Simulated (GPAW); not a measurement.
# La2O3 (P-3m1) in GPAW: further runs

Runs on La2O3. Level: LDA. Tasks: band structure.

Everything below comes from runs of GPAW 26.7.0. Logs are shortened: lines on timing, memory, paths and dates and some standing lists are left out, and cuts for length are marked. The log counts tension as positive stress, the text compression.

## 1. The crystal as given

The structure is trigonal, space group P-3m1 (No. 164). Conventional cell: a = 3.931 Å, b = 3.931 Å, c = 6.112 Å, α = 90.00°, β = 90.00°, γ = 120.00°. Around La (site symmetry 3m) lie 4 O at 2.36 to 2.44 Å. O (site symmetry -3m) is surrounded by 6 La at 2.72 Å. O (site symmetry 3m) is surrounded by 4 La at 2.36 to 2.44 Å.

The cell is a database's computed one.

## 2. Band structure, LDA

run.py

```python
from ase import Atoms
from ase.dft.bandgap import bandgap
from ase.io import write
from ase.units import Bohr, GPa
from gpaw import GPAW, PW
from gpaw.elf import elf_from_dft_calculation

atoms = Atoms(['La', 'La', 'O', 'O', 'O'],
              cell=[[3.930777878, 0.0, 0.0],
                    [-1.965388939, 3.404153499, 0.0],
                    [0.0, 0.0, 6.11195352]],
              scaled_positions=[[0.3333333333, 0.6666666667, 0.24623568],
                                [0.6666666667, 0.3333333333, 0.75376432],
                                [0.0, 0.0, 0.0],
                                [0.3333333333, 0.6666666667, 0.64589065],
                                [0.6666666667, 0.3333333333, 0.35410935]],
              pbc=True)

calc = GPAW(mode=PW(800),
            xc='LDA',
            kpts={'size': (8, 8, 5), 'gamma': True},
            occupations={'name': 'fermi-dirac', 'width': 0.05},
            nbands=42,
            convergence={'density': 1e-05, 'energy': 1e-05},
            maxiter=150,
            txt='gpaw.txt')
atoms.calc = calc
energy = atoms.get_potential_energy()
forces = atoms.get_forces()
stress = atoms.get_stress()
calc.write('gs.gpw')
write('result.traj', atoms)
print(f'Energy: {energy:.6f} eV')
print('Forces (eV/A):')
print(forces.round(4))
print('Stress (GPa):', (stress / GPa).round(3))
print('Fermi level:', round(calc.get_fermi_level(), 4), 'eV')
print(f'Gap: {bandgap(calc)[0]:.4f} eV, direct: {bandgap(calc, direct=True)[0]:.4f} eV')

# fields on the real-space grid
write('density.cube', atoms, data=calc.get_pseudo_density() * Bohr**3)
write('potential.cube', atoms, data=calc.get_electrostatic_potential())
write('elf.cube', atoms, data=elf_from_dft_calculation(calc).data)

path = atoms.cell.bandpath('GMKGALHA,LM,KH', npoints=80, eps=1e-4)
bs_calc = calc.fixed_density(kpts=path, symmetry='off', nbands=62,
                             convergence={'bands': 'CBM+6.0', 'eigenstates': 1e-6}, txt='bands.txt')
bs = bs_calc.band_structure()
bs.write('bs.json')
print(f'Gap on the path: {bandgap(bs_calc)[0]:.4f} eV')
```

Potentials or basis: the program's PAW data sets (release 1.2.1) made for this functional, pw.

Run with:

```sh
$ OMP_NUM_THREADS=1 python run.py
```

gpaw.txt:

```text
__  _  _
 | _ |_)|_||  |
 |__||  | ||/\| - 26.7.0

Input parameters:
  mode=PW(ecut=800.0),
  convergence={'density': 1e-05, 'energy': 1e-05},
  kpts=MonkhorstPack(size=(8, 8, 5), gamma=True),
  maxiter=150,
  nbands=42,
  occupations=Occupations(name='fermi-dirac', width=0.05),
  xc=XC(name='LDA')

Diagonalizing LCAO Hamiltonian
Converting LCAO to pw mode

         O   La

         La  O

       O

Atoms  # Å, Bohr magnetons
|   | symbol |         x |        y |        z |    initial magnetic moments |
|---|--------|-----------|----------|----------|-----------------------------|
| 0 |     La | -0.000000 | 2.269436 | 1.504981 | ( 0.0000,  0.0000,  0.0000) |
| 1 |     La |  1.965389 | 1.134718 | 4.606972 | ( 0.0000,  0.0000,  0.0000) |
| 2 |      O |  0.000000 | 0.000000 | 0.000000 | ( 0.0000,  0.0000,  0.0000) |
| 3 |      O | -0.000000 | 2.269436 | 3.947654 | ( 0.0000,  0.0000,  0.0000) |
| 4 |      O |  1.965389 | 1.134718 | 2.164300 | ( 0.0000,  0.0000,  0.0000) |

Unit cell  # Å
| periodic |         x |        y |        z |  lengths |     angles |
|----------|-----------|----------|----------|----------|------------|
|      yes |  3.930778 | 0.000000 | 0.000000 | 3.930778 |  90.000000 |
|      yes | -1.965389 | 3.404153 | 0.000000 | 3.930778 |  90.000000 |
|      yes |  0.000000 | 0.000000 | 6.111954 | 6.111954 | 120.000000 |

Number of symmetries: 12
Symmetry operations  # r_c * U_cc + t_c -> r_c
|    | kind |            matrix            |
|----|------|------------------------------|
|  0 |  σ   |  1, 1, 0,  0,-1, 0,  0, 0, 1 |
|  1 |  S6  |  1, 1, 0, -1, 0, 0,  0, 0,-1 |
|  2 |  E   |  1, 0, 0,  0, 1, 0,  0, 0, 1 |
|  3 |  C2  |  1, 0, 0, -1,-1, 0,  0, 0,-1 |
|  4 |  C2  |  0, 1, 0,  1, 0, 0,  0, 0,-1 |
|  5 |  C3  |  0, 1, 0, -1,-1, 0,  0, 0, 1 |
|  6 |  S6  |  0,-1, 0,  1, 1, 0,  0, 0,-1 |
|  7 |  σ   |  0,-1, 0, -1, 0, 0,  0, 0, 1 |
|  8 |  σ   | -1, 0, 0,  1, 1, 0,  0, 0, 1 |
|  9 |  i   | -1, 0, 0,  0,-1, 0,  0, 0,-1 |
| 10 |  C3  | -1,-1, 0,  1, 0, 0,  0, 0, 1 |
| 11 |  C2  | -1,-1, 0,  0, 1, 0,  0, 0,-1 |

BZ-sampling:
  Number of BZ points: 320
  Number of IBZ points: 40

  Monkhorst-Pack size: [8, 8, 5]
  Monkhorst-Pack shift: [0.0625, 0.0625, 0.0]

K-points  # in reciprocal-cell coordinates
|     |                                coordinates |     weight |
|-----|--------------------------------------------|------------|
|   0 | (  0.00000000,   0.00000000,   0.00000000) | 0.00312500 |
|   1 | (  0.00000000,   0.00000000,   0.20000000) | 0.00625000 |
|   2 | (  0.00000000,   0.00000000,   0.40000000) | 0.00625000 |
|   3 | (  0.12500000,   0.00000000,  -0.40000000) | 0.01875000 |
|   4 | (  0.12500000,   0.00000000,  -0.20000000) | 0.01875000 |
|   5 | (  0.12500000,   0.00000000,   0.00000000) | 0.01875000 |
|   6 | (  0.12500000,   0.00000000,   0.20000000) | 0.01875000 |
|   7 | (  0.12500000,   0.00000000,   0.40000000) | 0.01875000 |
|   8 | (  0.25000000,  -0.12500000,   0.00000000) | 0.01875000 |
|   9 | (  0.25000000,  -0.12500000,   0.20000000) | 0.03750000 |
| ... |                                            |            |
|  39 | (  0.50000000,   0.50000000,   0.40000000) | 0.01875000 |

Plane wave coefficients: 4220
Cutoff: 800.0 eV

Spin-components: 1 (collinear spins)
Bands:           42
Projectors:      31
Spin-degeneracy: 2
Datatype:        complex128

Parallelization:
  kpt:    1
  domain: 1
  band:   1

Density:
  Valence electrons: 40.0
  Components: 1
  Grid points: [27 27 40]
  Charge: 0.0  # |e|

Potential:
  Grid points: [27 27 40]

species:
  La:
    name:    Lanthanum
    Z:       57.0
    valence: 11
    core:    46
    charge:  0.0  # [|e|]
    compensation charges:
      type: gauss
      rc: 0.35  # [Å]
      lmax: 2
    cutoffs:
      filter: 1.17  # [Å]
      core: 2.19  # [Å]
    projectors
    | kind |    occ | energy [eV] | rcut [Å] |
    |------|--------|-------------|----------|
    |   5s |  2.000 |     -39.071 |    1.164 |
    |   6s |  2.000 |      -3.813 |    1.164 |
    |   5p |  6.000 |     -22.478 |    1.164 |
    |   6p |  0.000 |      -1.412 |    1.164 |
    |   5d |  1.000 |      -3.204 |    1.164 |
    |   4f |  0.000 |      -4.581 |    1.164 |
    |    d |        |      24.008 |    1.164 |
    |    f |        |      22.631 |    1.164 |

    Using partial waves for La as LCAO basis

  O:
    name:    Oxygen
    Z:       8.0
    valence: 6
    core:    2
    charge:  0.0  # [|e|]
    compensation charges:
      type: gauss
      rc: 0.21  # [Å]
      lmax: 2
    cutoffs:
      filter: 1.17  # [Å]
      core: 0.83  # [Å]
    projectors
    | kind |    occ | energy [eV] | rcut [Å] |
    |------|--------|-------------|----------|
    |   2s |  2.000 |     -23.752 |    0.688 |
    |   2p |  4.000 |      -9.195 |    0.598 |
    |    s |        |       3.459 |    0.688 |
    |    p |        |      18.016 |    0.598 |
    |    d |        |       0.000 |    0.619 |

    Using partial waves for O as LCAO basis

Reference energy: -467960.970027  # eV

eigensolver:
  PPCG
  Converge bands: occupied
  niter=2

density mixing:
  MSR1-Mixer
  Pratt-step length: 0.05
  Maximum mixing coefficient: 0.75
  Old densities: 10
  SVD Regularization: 0.005
  Good broyden scale: 1.0
  Trust region scale: 1.0
  Backstep threshold: 4.0
  History deletion threshold: 6.0
  Fourier metric: weight=20.0, sigma=0.015

occupation numbers:
  Fermi-Dirac:
    width: 0.0500  # eV

poisson solver:
  ecut: 6400.0  # eV

xc functional:
  name: None

convergence criteria:
- Maximum integral of absolute [dens]ity change: 1e-05 electrons / valence electron
- Maximum [total energy] change in last 3 cyles: 1e-05 eV / valence electron
- Maximum integral of absolute [eigenst]ate change: 4e-08 eV^2 / valence electron
maximum number of iterations: 150

SCF iterations
|iter     | |      energy | eigst |  dens |
|---------|-|-------------|-------|-------|
|iter:   1| |  -50.638371 | +0.01 |       |
|iter:   2| |  -49.209559 | -0.79 | -0.87 |
|iter:   3| |  -46.183765 | +0.11 | -0.93 |
|iter:   4| |  -46.123242 | -1.75 | -1.41 |
|iter:   5| |  -46.103493 | -2.42 | -1.65 |
|iter:   6| |  -46.102499 | -2.88 | -2.52 |
|iter:   7| |  -46.102403 | -3.48 | -2.94 |
|iter:   8| |  -46.102414c| -4.84 | -3.16 |
|iter:   9| |  -46.102415c| -6.45 | -4.01 |
|iter:  10| |  -46.102415c| -7.54c| -4.55 |
|iter:  11| |  -46.102416c| -8.18c| -5.13c|

Converged in 11 steps
Energy contributions relative to reference atoms: (reference = -467960.970027)

Energy contributions:
  Kinetic:          52.214407
  Coulomb:         -51.353500
  Zero:             -0.410579
  External:          0.000000
  Xc:              -46.552744
  Entropy:          -0.000000
  Spinorbit:         0.000000
  ----------------------------
  Free energy:     -46.102416
  Extrapolated:    -46.102416

dipole moment: (-5.511677, -9.546505, -17.140178)  # |e|*Ang

Fermi level: 8.728
Eigenvalues  # (at kpt = [0.000, 0.000, 0.000])
| band index |      eig [eV] | occ [0-2] |
|------------|---------------|-----------|
|          0 |       -22.090 |     2.000 |
|        ... |               |           |
|         12 |         5.259 |     2.000 |
|         13 |         5.460 |     2.000 |
|         14 |         5.460 |     2.000 |
|         15 |         5.580 |     2.000 |
|         16 |         5.960 |     2.000 |
|         17 |         7.276 |     2.000 |
[... 8 lines left out ...]
|         26 |        13.011 |     0.000 |
|         27 |        13.188 |     0.000 |
|        ... |               |           |
|         41 |        17.572 |     0.000 |

Gap: 3.789 eV
Transition (v -> c):
  (s=0, k=31, n=19, [0.50, 0.25, 0.40]) -> (s=0, k=37, n=20, [0.50, 0.50, 0.00])
Direct/indirect transitions are different
Direct gap: 3.931 eV
Transition at: (s=0, k=26, n=19, [0.38, 0.38, 0.00])

Forces  # eV/Ang
|        x |        y |        z |
|----------|----------|----------|
| -0.00000 | -0.00000 |  0.14194 |  # La   0
|  0.00000 |  0.00000 | -0.14194 |  # La   1
|  0.00000 |  0.00000 |  0.00000 |  # O    2
| -0.00000 | -0.00000 | -0.01894 |  # O    3
|  0.00000 | -0.00000 |  0.01894 |  # O    4

Stress tensor  # eV/Ang^3
|        x |         y |         z |
|----------|-----------|-----------|
| 0.038196 |  0.000000 |  0.000000 |
| 0.000000 |  0.038196 | -0.000000 |
| 0.000000 | -0.000000 |  0.035234 |

# Writing to gs.gpw (mode='')
```

Run time: 5.3 min. Hardware: 1 thread of Intel Xeon Platinum 8488C (Sapphire Rapids), shared host; peak memory 0.88 GiB.

What came out:

```yaml
Free_energy: -46.1024 eV
Pressure: -6.0 GPa
Largest_force: 0.142 eV/Å
Band_gap_on_the_k_mesh: 3.79 eV, indirect (least direct gap 3.93 eV)
Band_gap_along_the_path: 3.74 eV, indirect (least direct gap 3.83 eV)
```

Forces on the atoms (eV/Å):
```
La   0.000  0.000  0.142
La   0.000  0.000 -0.142
O    0.000  0.000  0.000
O    0.000  0.000 -0.019
O    0.000  0.000  0.019
```

Stress tensor (GPa, compression positive):
```
-6.12  0.00  0.00
 0.00 -6.12  0.00
 0.00  0.00 -5.65
```

Levels at the corners of the path, in eV from the valence-band top:
```tsv
point	band 17	band 18	band 19	band 20	band 21	band 22	band 23	band 24
Γ	-1.70	-0.39	-0.39	-0.12	4.17	4.53	4.53	5.05
M	-0.72	-0.64	-0.41	-0.29	3.76	4.65	5.13	5.16
K	-0.84	-0.84	-0.82	-0.09	3.74	4.69	4.69	4.96
Γ	-1.70	-0.39	-0.39	-0.12	4.17	4.53	4.53	5.05
A	-1.03	-0.82	-0.29	-0.29	4.62	4.68	4.68	4.91
L	-0.96	-0.73	-0.36	0.00	4.34	4.54	5.02	5.17
H	-0.59	-0.28	-0.28	-0.21	4.15	4.79	4.89	4.89
A	-1.03	-0.82	-0.29	-0.29	4.62	4.68	4.68	4.91
L	-0.96	-0.73	-0.36	0.00	4.34	4.54	5.02	5.17
M	-0.72	-0.64	-0.41	-0.29	3.76	4.65	5.13	5.16
K	-0.84	-0.84	-0.82	-0.09	3.74	4.69	4.69	4.96
H	-0.59	-0.28	-0.28	-0.21	4.15	4.79	4.89	4.89
```

Caveat: one-centre terms of the f shell are cut off; spin-orbit coupling is left out, which moves the levels of the heavy elements. Expect the measured gap to be larger: semilocal functionals such as LDA lack the derivative discontinuity.

## 3. Band structure, LDA, spin-orbit coupling, no magnetisation

Edit run.py of step 2 so:

```diff
@@ -1 +1,2 @@
+import numpy as np
 from ase import Atoms
@@ -3,5 +4,5 @@
 from ase.io import write
-from ase.units import Bohr, GPa
+from ase.units import GPa
 from gpaw import GPAW, PW
-from gpaw.elf import elf_from_dft_calculation
+from gpaw.spinorbit import soc_eigenstates
 
@@ -39,7 +40,2 @@
 
-# fields on the real-space grid
-write('density.cube', atoms, data=calc.get_pseudo_density() * Bohr**3)
-write('potential.cube', atoms, data=calc.get_electrostatic_potential())
-write('elf.cube', atoms, data=elf_from_dft_calculation(calc).data)
-
 path = atoms.cell.bandpath('GMKGALHA,LM,KH', npoints=80, eps=1e-4)
@@ -50 +46,7 @@
 print(f'Gap on the path: {bandgap(bs_calc)[0]:.4f} eV')
+
+soc = soc_eigenstates(bs_calc, theta=90, phi=0)
+np.savetxt('soc_bands.dat', soc.eigenvalues(), fmt='%.4f')
+mesh = soc_eigenstates('gs.gpw', theta=90, phi=0)
+np.savetxt('soc_mesh.dat', mesh.eigenvalues(), fmt='%.4f')
+print('Fermi level with spin-orbit coupling:', round(mesh.fermi_level, 4), 'eV')
```

Potentials or basis: the program's PAW data sets (release 1.2.1) made for this functional, pw.

Run with:

```sh
$ OMP_NUM_THREADS=1 python run.py
```

Wall time 5.3 min (1 thread of Intel Xeon Platinum 8488C (Sapphire Rapids), shared host); peak memory 1 GiB.

The run converged. Its results:

```yaml
Free_energy: -46.1024 eV
Pressure: -6.0 GPa
Largest_force: 0.142 eV/Å
Band_gap_on_the_k_mesh: 3.75 eV, indirect (least direct gap 3.89 eV)
Band_gap_along_the_path: 3.71 eV, indirect (least direct gap 3.80 eV)
```

Forces on the atoms (eV/Å):
```
La   0.000  0.000  0.142
La   0.000  0.000 -0.142
O    0.000  0.000  0.000
O    0.000  0.000 -0.019
O    0.000  0.000  0.019
```

Stress tensor (GPa, compression positive):
```
-6.12  0.00  0.00
 0.00 -6.12  0.00
 0.00  0.00 -5.65
```

Levels at the corners of the path, in eV from the valence-band top:
```tsv
point	band 38	band 39	band 40	band 41	band 42	band 43
Γ	-0.38	-0.14	-0.14	4.13	4.13	4.48
M	-0.43	-0.28	-0.28	3.73	3.73	4.60
K	-0.84	-0.09	-0.09	3.71	3.71	4.64
Γ	-0.38	-0.14	-0.14	4.13	4.13	4.48
A	-0.37	-0.25	-0.25	4.57	4.57	4.63
L	-0.37	0.00	0.00	4.30	4.30	4.49
H	-0.29	-0.17	-0.17	4.11	4.11	4.74
A	-0.37	-0.25	-0.25	4.57	4.57	4.63
L	-0.37	0.00	0.00	4.30	4.30	4.49
M	-0.43	-0.28	-0.28	3.73	3.73	4.60
K	-0.84	-0.09	-0.09	3.71	3.71	4.64
H	-0.29	-0.17	-0.17	4.11	4.11	4.74
```

Caveat: one-centre terms of the f shell are cut off; spin-orbit coupling was added after a scalar SCF, so levels and gaps hold it while energy, forces, pressure and moments don't; this program's spin-orbit splittings come out too wide for heavy elements. Expect the measured gap to be larger: semilocal functionals such as LDA lack the derivative discontinuity.
